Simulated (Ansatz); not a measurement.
**fcc against bcc along group 14**

Level of theory: DFT, BLYP, plane waves (420 eV) with PAW, scalar-relativistic (Ansatz 0.2.0). The PAW files were generated under PBE, with cores re-solved for the functional.

Each structure is relaxed within its symmetry, in the lowest magnetic state of the tried starts. Differences under about 8 meV lie within the error of the k-point mesh.

```json
{"element": "C", "E(fcc) − E(bcc) (meV/atom)": "145", "V(fcc) (Å³/atom)": "8.22", "V(bcc) (Å³/atom)": "7.48", "state of fcc": "spin not included", "state of bcc": "spin not included"}
{"element": "Si", "E(fcc) − E(bcc) (meV/atom)": "23", "V(fcc) (Å³/atom)": "16.60", "V(bcc) (Å³/atom)": "16.44", "state of fcc": "spin not included", "state of bcc": "spin not included"}
{"element": "Ge", "E(fcc) − E(bcc) (meV/atom)": "-20", "V(fcc) (Å³/atom)": "21.83", "V(bcc) (Å³/atom)": "21.55", "state of fcc": "spin not included", "state of bcc": "spin not included"}
{"element": "Sn", "E(fcc) − E(bcc) (meV/atom)": "-17", "V(fcc) (Å³/atom)": "30.87", "V(bcc) (Å³/atom)": "30.57", "state of fcc": "spin not included", "state of bcc": "spin not included"}
{"element": "Pb", "E(fcc) − E(bcc) (meV/atom)": "-44", "V(fcc) (Å³/atom)": "34.73", "V(bcc) (Å³/atom)": "34.79", "state of fcc": "spin not included", "state of bcc": "spin not included"}
```
